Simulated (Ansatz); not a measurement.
# C (Fd-3m) in Ansatz: a series of runs, part 2 of 2

Ansatz 0.2.0.

### 4 Single point, m-r2SCAN, 5.33 Å³/atom (volume scaled by 0.94)

The input, input.yaml:

```yaml
crystal:
  lattice:
    - [0.0, 1.7469644787, 1.7469644787]
    - [1.7469644787, 0.0, 1.7469644787]
    - [1.7469644787, 1.7469644787, 0.0]
  atoms:
    - { symbol: C, position: [0.75, 0.75, 0.75] }
    - { symbol: C, position: [0.5, 0.5, 0.5] }
hamiltonian:
  xc: mr2scan
  pseudopotentials: { kind: paw }
kpoints:
  mp_grid: { grid: [13, 13, 13] }
scf:
  occupations: { method: fermi_dirac, width: 0.05 }
output:
  forces: true
  stress: true
  eigenvalues: true
```

Potentials or basis: Ansatz PAW.

Launch:

```sh
$ ansatz run input.yaml --threads 2 --pin off --max-ram 5120MiB --backend cpu --events-out ev --progress --plain --runs-dir out
```

Output:

```text
Warning: RAYON_NUM_THREADS=2 ignored (pool sized by the plan → 2); use --threads N
Engine: ansatz 0.2.0, x86_64-unknown-linux-gnu
Pseudopotentials: kind: paw
Pseudopotential: C, paw, valence charge 4, recommended cutoff 500 eV (meta_gga), C.paw.azcp
Functional definition: m-r2SCAN
  exchange = m_r2scan_x
  correlation = m_r2scan_c
Crystal: 2 atoms, lattice volume = 10.663 Å³
Basis set: ecut = 500 eV, 283 PW (Γ), exchange–correlation on 80×80×80 points (64 copies of the dense FFT grid, shifted against one another)
Bands: 8, of which v1, the nominal top of the filled ones, is band 4 counted from 1 (3 counted from 0)
Symmetry: 48 space group operations
Space group: Fd-3m (ITA 227), of the structure as read, at distance tolerance 2.2e-5 Å
k-points: 84 of 2197
Non-local potential: C, projectors of the file, l = 0: 2, l = 1: 2, l = 2: 1
PAW form: soft (Blöchl's): semilocal exchange-correlation on the pseudo side does not see the compensation charge
PAW frozen core: C, regenerated for the run's functional (the file was generated under x = pbe(κ = 0.804, μ = 0.2195149727645171), c = pbe(β = 0.06672455060314922))
PAW one-centre angular grid: C, 302 points (default); XC on 160 Gauss nodes
Initial density: superposition of atomic densities (neutral atoms: chi_scale 0, normalization atom), corrected by the library's trained network
Initial wavefunctions: pseudopotential atomic-orbital guess
Functional: x = mr2scan, c = mr2scan; τ floored in thin density (d = 2e-4 eV/Å³)
SCF iter   1: F=—  HF=-502.998045 eV  |F-HF|=—  |Δ(HF+E_count)|=         —  Δρ=9.35e-3  dr2=2.80e-3  dr2_τ=4.55e-1  ethr=1.77e-3  ⟨swp⟩=5.1  Hψ=4531  notcnv=0
preconditioner: auto → none  [insulator: Δε(μ)=4.432 eV  Ē_g=21.737 eV  σ=0.050 eV  W_gap=1.00  n_scr=0 (ndim 8)  ℏωp=32.2 eV  f_vac=0.000  D(μ)=0.00/eV (n_scr^D=0)  ε∞_Penn≈3.2]
SCF iter   2: F=—  HF=-503.059308 eV  |F-HF|=—  |Δ(HF+E_count)|=   6.13e-2  Δρ=5.86e-3  dr2=1.03e-3  dr2_τ=6.88e-5  ethr=3.50e-5  ⟨swp⟩=2.0  Hψ=2016  notcnv=0
SCF iter   3: F=—  HF=-503.059351 eV  |F-HF|=—  |Δ(HF+E_count)|=   4.29e-5  Δρ=1.43e-3  dr2=6.57e-5  dr2_τ=1.33e-5  ethr=1.29e-5  ⟨swp⟩=2.0  Hψ=975  notcnv=0
SCF iter   4: F=—  HF=-503.059372 eV  |F-HF|=—  |Δ(HF+E_count)|=   2.08e-5  Δρ=2.17e-4  dr2=1.41e-6  dr2_τ=1.12e-7  ethr=8.21e-7  ⟨swp⟩=1.9  Hψ=926  notcnv=0
iter 5 did not close the SCF: its close was put off for the readings that it lacked (scf_convergence_deferred on its scf_iter line)
SCF iter   5: F=-503.059373 eV  HF=-503.059373 eV  |F-HF|=2.74e-8  |Δ(HF+E_count)|=   1.12e-6  Δρ=4.05e-5  dr2=5.20e-8  dr2_τ=6.18e-9  ethr=1.77e-8  ⟨swp⟩=2.0  Hψ=1006  notcnv=0
SCF iter   6: F=-503.059373 eV  HF=-503.059373 eV  |F-HF|=2.42e-11  |Δ(HF+E_count)|=   3.10e-8  Δρ=9.00e-7  dr2=1.96e-11  dr2_τ=5.66e-12  ethr=6.50e-10  ⟨swp⟩=2.5  Hψ=2672  notcnv=0
SCF 1 converged in 6 iterations: F = -503.059373 eV  dr2 = 1.96e-11
SCF converged after 6 iterations
Free energy (F): -503.059373 eV
Harris-Foulkes:  -503.059373 eV  (|F-HF|=2.42e-11)
Internal energy: -503.059373 eV  (E = F + TS)
E sigma→0 (E₀):  -503.059373 eV
Fermi energy:    16.667405 eV
--- Per-component energies (eV) ---
  E_band       = 36.224593
  E_kinetic    = 188.609095
  E_local      = -116.767721  (includes V_loc(G=0)·N_el)
  E_nonlocal   = 53.342286
  E_hartree    = 25.866871
  E_xc         = -97.023759
  E_vxc        = -134.139291  (∫ρ·V_xc dr)
  E_paw        = -201.823971  (= ΣΔE_a)
  E_vpaw       = -13.624354  (= ΣTr[D̂ρ^β])
  E_aug_tail   = 0.000009  (compensation charges beyond the density's cutoff)
  E_vtau       = 7.070849  (kinetic-family band-sum trace: ∫τ·v_τ [+ j·A + Jᵃ·Aᵃ] dr)
  E_ewald      = -355.212636
  E_core_change = -0.049547  (= ΣΔE_core)
  E_smearing   = -0.000000  (= −TS)
  E_closure    = 0.000000  (closes the sum)
  Σ components = -503.059373   (vs F -503.059373, Δ=0.00e0)
--- Forces (eV/Å), atoms counted from 1 ---
  atom   1  C      0.00000000     0.00000000     0.00000000
  atom   2  C      0.00000000     0.00000000     0.00000000
  max |Σ_I F_I| component: 1.11e-16 eV/Å
--- Stress (GPa, compression-positive) ---
       28.195362      -0.000000       0.000000
       -0.000000      28.195362       0.000000
        0.000000       0.000000      28.195362
  P = ⅓ Tr σ = 28.1954 GPa (281.954 kbar)
--- Band table (eV; the first three rows and the last of 84) ---
  k-point 0: bands = ["-9.1107", "14.4346", "14.4346", "14.4346", "20.4904", "20.4904", "20.4904", "29.7131"]
  k-point 1: bands = ["-8.9323", "13.2387", "14.1176", "14.1176", "20.9061", "20.9061", "21.2283", "29.8473"]
  k-point 2: bands = ["-8.3990", "10.7216", "13.4079", "13.4079", "21.8401", "21.8401", "22.4393", "30.2306"]
  k-point 83: bands = ["0.3968", "1.9854", "4.8237", "5.8942", "25.5164", "25.6927", "27.9367", "29.3505"]
```

Run time: 4.2 s. Hardware: 2 threads of Intel Xeon at 2.50GHz (Skylake/Cascade Lake), shared host; peak memory 0.31 GiB.

What came out:

```yaml
Free_energy: -503.0594 eV
Pressure: 28.2 GPa
Band_gap_on_the_k_mesh: 4.51 eV, indirect (least direct gap 6.06 eV)
```

Caveat: odd divisions of the mesh miss points on the zone boundary, where band edges often lie, so the gap on the mesh can be too wide; the PAW data sets come from PBE, with cores solved anew for the run's functional, which leaves a small shift of forces and pressure.

### 5 Single point, m-r2SCAN, 5.44 Å³/atom (volume scaled by 0.96)

input.yaml, as its differences from that of step 4:

```diff
@@ -2,5 +2,5 @@
   lattice:
-    - [0.0, 1.7469644787, 1.7469644787]
-    - [1.7469644787, 0.0, 1.7469644787]
-    - [1.7469644787, 1.7469644787, 0.0]
+    - [0.0, 1.7592674508, 1.7592674508]
+    - [1.7592674508, 0.0, 1.7592674508]
+    - [1.7592674508, 1.7592674508, 0.0]
   atoms:
```

Launch:

```sh
$ ansatz run input.yaml --threads 2 --pin off --max-ram 5120MiB --backend cpu --events-out ev --progress --plain --runs-dir out
```

Wall time 3.4 s (2 threads of Intel Xeon at 2.50GHz (Skylake/Cascade Lake), shared host); peak memory 0.31 GiB.

It converged, with:

* Free energy: -503.0913 eV
* Pressure: 17.0 GPa
* Band gap on the k mesh: 4.46 eV, indirect (least direct gap 6.00 eV)

Caveat: odd divisions of the mesh miss points on the zone boundary, where band edges often lie, so the gap on the mesh can be too wide; the PAW data sets come from PBE, with cores solved anew for the run's functional, which leaves a small shift of forces and pressure.

### 6 Single point, m-r2SCAN, 5.56 Å³/atom (volume scaled by 0.98)

input.yaml, as its differences from that of step 5:

```diff
@@ -2,5 +2,5 @@
   lattice:
-    - [0.0, 1.7592674508, 1.7592674508]
-    - [1.7592674508, 0.0, 1.7592674508]
-    - [1.7592674508, 1.7592674508, 0.0]
+    - [0.0, 1.7714007132, 1.7714007132]
+    - [1.7714007132, 0.0, 1.7714007132]
+    - [1.7714007132, 1.7714007132, 0.0]
   atoms:
```

Potentials or basis: Ansatz PAW.

Launch:

```sh
$ ansatz run input.yaml --threads 2 --pin off --max-ram 5120MiB --backend cpu --events-out ev --progress --plain --runs-dir out
```

It took 3.3 s on 2 threads of Intel Xeon at 2.50GHz (Skylake/Cascade Lake), shared host; peak memory 0.31 GiB.

It converged, with:

- Free energy: -503.1080 eV
- Pressure: 6.8 GPa
- Band gap on the k mesh: 4.41 eV, indirect (least direct gap 5.94 eV)

Caveat: odd divisions of the mesh miss points on the zone boundary, where band edges often lie, so the gap on the mesh can be too wide; the PAW data sets come from PBE, with cores solved anew for the run's functional, which leaves a small shift of forces and pressure.

### 7 Single point, m-r2SCAN, 5.67 Å³/atom

input.yaml, as its differences from that of step 6:

```diff
@@ -2,5 +2,5 @@
   lattice:
-    - [0.0, 1.7714007132, 1.7714007132]
-    - [1.7714007132, 0.0, 1.7714007132]
-    - [1.7714007132, 1.7714007132, 0.0]
+    - [0.0, 1.78337, 1.78337]
+    - [1.78337, 0.0, 1.78337]
+    - [1.78337, 1.78337, 0.0]
   atoms:
@@ -19 +19,5 @@
   eigenvalues: true
+  write_density: true
+  write_potential: true
+  elf: true
+  volumetric_format: npy
```

Launch:

```sh
$ ansatz run input.yaml --threads 2 --pin off --max-ram 5120MiB --backend cpu --events-out ev --progress --plain --runs-dir out
```

Wall time 4.3 s (2 threads of Intel Xeon at 2.50GHz (Skylake/Cascade Lake), shared host); peak memory 0.31 GiB.

It converged, with:

- Free energy: -503.1111 eV
- Pressure: -2.4 GPa
- Band gap on the k mesh: 4.36 eV, indirect (least direct gap 5.88 eV)

Caveat: odd divisions of the mesh miss points on the zone boundary, where band edges often lie, so the gap on the mesh can be too wide; the PAW data sets come from PBE, with cores solved anew for the run's functional, which leaves a small shift of forces and pressure.

### 8 Single point, m-r2SCAN, 5.79 Å³/atom (volume scaled by 1.02)

The input, input.yaml:

```yaml
crystal:
  lattice:
    - [0.0, 1.7951807415, 1.7951807415]
    - [1.7951807415, 0.0, 1.7951807415]
    - [1.7951807415, 1.7951807415, 0.0]
  atoms:
    - { symbol: C, position: [0.75, 0.75, 0.75] }
    - { symbol: C, position: [0.5, 0.5, 0.5] }
hamiltonian:
  xc: mr2scan
  pseudopotentials: { kind: paw }
kpoints:
  mp_grid: { grid: [13, 13, 13] }
scf:
  occupations: { method: fermi_dirac, width: 0.05 }
output:
  forces: true
  stress: true
  eigenvalues: true
```

Launch:

```sh
$ ansatz run input.yaml --threads 2 --pin off --max-ram 5120MiB --backend cpu --events-out ev --progress --plain --runs-dir out
```

Run time: 3 s. Hardware: 2 threads of Intel Xeon at 2.50GHz (Skylake/Cascade Lake), shared host; peak memory 0.31 GiB.

It converged, with:

```yaml
Free_energy: -503.1016 eV
Pressure: -10.9 GPa
Band_gap_on_the_k_mesh: 4.32 eV, indirect (least direct gap 5.82 eV)
```

Caveat: odd divisions of the mesh miss points on the zone boundary, where band edges often lie, so the gap on the mesh can be too wide; the PAW data sets come from PBE, with cores solved anew for the run's functional, which leaves a small shift of forces and pressure.

### 9 Single point, m-r2SCAN, 5.90 Å³/atom (volume scaled by 1.04)

input.yaml, as its differences from that of step 8:

```diff
@@ -2,5 +2,5 @@
   lattice:
-    - [0.0, 1.7951807415, 1.7951807415]
-    - [1.7951807415, 0.0, 1.7951807415]
-    - [1.7951807415, 1.7951807415, 0.0]
+    - [0.0, 1.806838086, 1.806838086]
+    - [1.806838086, 0.0, 1.806838086]
+    - [1.806838086, 1.806838086, 0.0]
   atoms:
@@ -19 +19,5 @@
   eigenvalues: true
+  write_density: true
+  write_potential: true
+  elf: true
+  volumetric_format: npy
```

Potentials or basis: Ansatz PAW.

Launch:

```sh
$ ansatz run input.yaml --threads 2 --pin off --max-ram 5120MiB --backend cpu --events-out ev --progress --plain --runs-dir out
```

It took 4.7 s on 2 threads of Intel Xeon at 2.50GHz (Skylake/Cascade Lake), shared host; peak memory 0.31 GiB.

The run converged. Its results:

- Free energy: -503.0807 eV
- Pressure: -18.5 GPa
- Band gap on the k mesh: 4.27 eV, indirect (least direct gap 5.77 eV)

Caveat: odd divisions of the mesh miss points on the zone boundary, where band edges often lie, so the gap on the mesh can be too wide; the PAW data sets come from PBE, with cores solved anew for the run's functional, which leaves a small shift of forces and pressure.

### 10 Single point, m-r2SCAN, 6.01 Å³/atom (volume scaled by 1.06)

The input, input.yaml:

```yaml
crystal:
  lattice:
    - [0.0, 1.8183469191, 1.8183469191]
    - [1.8183469191, 0.0, 1.8183469191]
    - [1.8183469191, 1.8183469191, 0.0]
  atoms:
    - { symbol: C, position: [0.75, 0.75, 0.75] }
    - { symbol: C, position: [0.5, 0.5, 0.5] }
hamiltonian:
  xc: mr2scan
  pseudopotentials: { kind: paw }
kpoints:
  mp_grid: { grid: [13, 13, 13] }
scf:
  occupations: { method: fermi_dirac, width: 0.05 }
output:
  forces: true
  stress: true
  eigenvalues: true
```

Launch:

```sh
$ ansatz run input.yaml --threads 2 --pin off --max-ram 5120MiB --backend cpu --events-out ev --progress --plain --runs-dir out
```

Wall time 4.4 s (2 threads of Intel Xeon at 2.50GHz (Skylake/Cascade Lake), shared host); peak memory 0.31 GiB.

Results (log left out):

```yaml
Free_energy: -503.0494 eV
Pressure: -25.5 GPa
Band_gap_on_the_k_mesh: 4.23 eV, indirect (least direct gap 5.72 eV)
```

Caveat: odd divisions of the mesh miss points on the zone boundary, where band edges often lie, so the gap on the mesh can be too wide; the PAW data sets come from PBE, with cores solved anew for the run's functional, which leaves a small shift of forces and pressure.

### 11 Equation of state, m-r2SCAN

Potentials or basis: Ansatz PAW.

This step only gathers the single runs of the series.

What came out:

| Quantity | Value |
| --- | --- |
| Equilibrium volume | 5.64 Å³/atom |
| Bulk modulus | 451 GPa |
| Pressure derivative of the bulk modulus | 3.7 |

Energy against volume, from the lowest point:
```
volume (Å³/atom)  energy (meV/atom)
           5.332              25.85
           5.445               9.91
           5.558               1.51
           5.672               0.00
           5.785               4.75
           5.899              15.19
           6.012              30.83
```

Caveat: the PAW data sets were made with another functional, which shifts forces and pressure a little.

### 12 The runs side by side

| task | level | cutoff (eV) | smearing | points for each segment of the path | gap on the mesh (eV) |
| --- | --- | --- | --- | --- | --- |
| band structure | PBEsol | 420 | fermi-dirac 0.05 eV | 14 | 4.02 |
| Born charges and dielectric tensor | PBEsol | 420 | fixed | - | 4.02 |
| equation of state | m-r2SCAN | 500 | fermi-dirac 0.05 eV | - | - |

Alike in all rows: potentials or basis Ansatz PAW; no spin polarisation; cell as given; k mesh 13 × 13 × 13.

Caveats: the PAW data sets come from PBE, with cores solved anew for the run's functional, which leaves a small shift of forces and pressure (some runs); odd divisions of the mesh miss points on the zone boundary, where band edges often lie, so the gap on the mesh can be too wide (some runs); the PAW data sets were made with another functional, which shifts forces and pressure a little (some runs).

Absolute energies hang on the potentials; compare differences alone.

### 13 How close it comes

Step 11. A measured bulk modulus of C is 442 GPa (quoted in “Equation of state of cubic boron nitride at high pressures and temperatures”, 2007, arxiv:cond-mat/0702656); the calculated 451 GPa misses it by +1.9 %. 3 values of this kind are on record (442 to 444.8 GPa); this one was drawn at random among those near their median, those with a stated uncertainty first. The fit is for a static lattice scaled at fixed shape and fixed fractional positions. The cell as given is a measured one (5.67 Å³/atom); m-r2SCAN puts the equilibrium volume -0.5 % from it, thermal expansion not counted.
